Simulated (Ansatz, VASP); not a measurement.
Sn: VASP beside Ansatz

Contents of INCAR:

```
PREC = Accurate
ENCUT = 520
EDIFF = 1E-7
ISMEAR = -1
SIGMA = 0.1
LREAL = F
LASPH = T
NELM = 100
ALGO = Normal
ISIF = 2
LWAVE = F
LCHARG = F
NBANDS = 13
```

The input KPOINTS:

```
regular mesh
0
Gamma
  13 13 13
```

File POSCAR:

```
Sn
1.0
    0.0000000000      2.3784316585      2.3784316585
    2.3784316585      0.0000000000      2.3784316585
    2.3784316585      2.3784316585      0.0000000000
Sn
1
Direct
    0.0000000000      0.0000000000      0.0000000000
```

Input for Ansatz:

```yaml
crystal:
  lattice:
    - [0.0, 2.3784316585, 2.3784316585]
    - [2.3784316585, 0.0, 2.3784316585]
    - [2.3784316585, 2.3784316585, 0.0]
  atoms:
    - { symbol: Sn, position: [0.0, 0.0, 0.0] }
hamiltonian:
  xc: lda
  pseudopotentials:
    kind: paw
    azcp:
      Sn: "pseudopotentials/Sn.paw.azcp"
basis:
  ecutwfc: 420
  fft_grid_basis: typed
kpoints:
  mp_grid: { grid: [13, 13, 13], shift: [0, 0, 0] }
magnetization:
  spin_polarized: false
scf:
  occupations: { method: fermi_dirac, width: 0.1 }
  lower_state_search: "off"
output:
  stress: true
```

Alike in both runs: task single point; functional LDA; k mesh 13 × 13 × 13; occupations fermi-dirac, width 0.1 eV; no spin polarisation.

|  | VASP | Ansatz |
| --- | --- | --- |
| version | VASP 6.6.1 | Ansatz 0.2.0 |
| potentials or method | VASP PAW LDA potentials, release 64 (Sn_d) | plane waves (420 eV) with PAW, scalar-relativistic |
| plane-wave cutoff (eV) | 520 | 420 |
| valence electrons in the cell | 14 | 14 |

Ansatz gave:

- pressure (GPa): -2.1

Problem. Estimate VASP's values.

Solution. Pressure (GPa): -2.2.

Ansatz warned: «pseudo_functional_mismatch».
